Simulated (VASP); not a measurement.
Si: single point with r2SCAN

The system is Si.

```
CELL_PARAMETERS angstrom
0.00000 2.72185 2.72185
2.72185 0.00000 2.72185
2.72185 2.72185 0.00000
ATOMIC_POSITIONS crystal
Si 0.75000 0.75000 0.75000
Si 0.50000 0.50000 0.50000
```

| Property | Result |
| --- | --- |
| Program | VASP 6.6.1 |
| Task | single point |
| Functional | r2SCAN |
| Potentials or basis | VASP PAW PBE potentials, release 64 (Si) |
| Cutoff | 520 eV |
| k mesh | 8 × 8 × 8 |
| Occupations | gaussian, width 0.02 eV |
| Spin | no spin polarisation |
| Dipole correction | no |
| Further INCAR settings | ALGO = Normal; EDIFF = 1e-07; NBANDS = 11 |

| Item | Value |
| --- | --- |
| Pressure | -0.2 GPa |
| Band gap on the k mesh | 0.83 eV, indirect (least direct gap 2.75 eV) |

Levels at points of the mesh, in eV from the valence-band top:
| k point | band 1 | band 2 | band 3 | band 4 | band 5 | band 6 | band 7 | band 8 | band 9 |
| --- | --- | --- | --- | --- | --- | --- | --- | --- | --- |
| (0.00, 0.00, 0.00) | -12.48 | 0.00 | 0.00 | 0.00 | 2.75 | 2.75 | 2.75 | 3.90 | 8.12 |
| (0.50, 0.00, 0.00) | -10.04 | -7.23 | -1.27 | -1.27 | 1.86 | 3.59 | 3.59 | 8.33 | 11.14 |
| (0.50, 0.50, 0.00) | -8.13 | -8.13 | -2.99 | -2.99 | 0.93 | 0.93 | 10.82 | 10.82 | 11.60 |

It took 40 s on 1 thread of Intel(R) Xeon(R) Platinum 8488C (Sapphire Rapids) (shared host), peak memory 0.16 GiB.

Caveat: the PAW data sets were made with another functional, which shifts forces and pressure a little. r2SCAN opens gaps a little over a GGA but as a rule still falls short of measured ones.
